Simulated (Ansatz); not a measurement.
# TmH3: the cost of one run

Program: Ansatz 0.2.0. Level of theory: DFT PBE, scalar-relativistic, plane waves, PAW; 4f electrons in the core of a trivalent norm-conserving potential, unless a step names another level. These are calculated values, not measurements.

1 further run of the same task is left out (it didn't finish). Runs told in other sessions of the task aren't counted.

**1. The system as given**

The structure is hexagonal, space group P6_3/m (No. 176). The conventional cell has a = 5.476 Å, b = 5.476 Å, c = 3.434 Å, α = 90.00°, β = 90.00°, γ = 120.00°. Around Tm (site symmetry -6) lie 9 H at 2.14 to 2.19 Å. H (site symmetry m) is surrounded by 3 Tm at 2.14 to 2.19 Å.

As a file:

```cif
data_structure
_symmetry_space_group_name_H-M 'P6_3/m'
_symmetry_Int_Tables_number 176
_cell_length_a 5.4761
_cell_length_b 5.4761
_cell_length_c 3.4337
_cell_angle_alpha 90.000
_cell_angle_beta 90.000
_cell_angle_gamma 120.000
_cell_volume 89.17
loop_
_atom_site_label
_atom_site_type_symbol
_atom_site_symmetry_multiplicity
_atom_site_Wyckoff_symbol
_atom_site_fract_x
_atom_site_fract_y
_atom_site_fract_z
_atom_site_occupancy
Tm1 Tm 2 c 0.33333 0.66667 0.25000 1
H1 H 6 h 0.41526 0.32396 0.25000 1
```

It came out lowest among 23 distinct ends of the trial cells. At a tolerance of 0.02 Å it has space group P6_3/m (No. 176).

**2. Relaxing to 0.001 eV/Å, on the response runs' mesh and smearing**

input.yaml reads:

```yaml
crystal:
  lattice:
    - [5.4761178354, 0.0, 0.0]
    - [-2.7380589177, 4.7424571596, 0.0]
    - [0.0, 0.0, 3.4336807197]
  atoms:
    - { symbol: Tm, position: [0.3333333333, 0.6666666667, 0.25] }
    - { symbol: Tm, position: [0.6666666667, 0.3333333333, 0.75] }
    - { symbol: H, position: [0.4152600346, 0.3239557841, 0.25] }
    - { symbol: H, position: [0.0913042505, 0.4152600346, 0.75] }
    - { symbol: H, position: [0.6760442159, 0.0913042505, 0.25] }
    - { symbol: H, position: [0.5847399654, 0.6760442159, 0.75] }
    - { symbol: H, position: [0.9086957495, 0.5847399654, 0.25] }
    - { symbol: H, position: [0.3239557841, 0.9086957495, 0.75] }
basis:
  ecutwfc: 690
kpoints:
  mp_grid: { grid: [6, 6, 8] }
hamiltonian:
  xc: pbe
  pseudopotentials:
    kind: paw
    azcp: { Tm: "pseudopotentials/pbe/nc/lanthanide_3plus/Tm.nc.azcp" }
scf:
  occupations: { method: fixed }
output:
  forces: true
  stress: true
  eigenvalues: true
relax:
  adjacent_minimum: "off"
  f_tol: 0.001
  max_steps: 60
  cell: { stress_tol: 0.01 }
```

Started as:

```sh
ansatz run input.yaml --threads 3 --pin off --max-ram 8448MiB --backend cpu --events-out ev --progress --plain --runs-dir out
```

What time and memory should one allow on 3 threads of AMD EPYC 9R45 (Zen 5), shared host?

About 5 s, with a peak of 0.52 GiB.
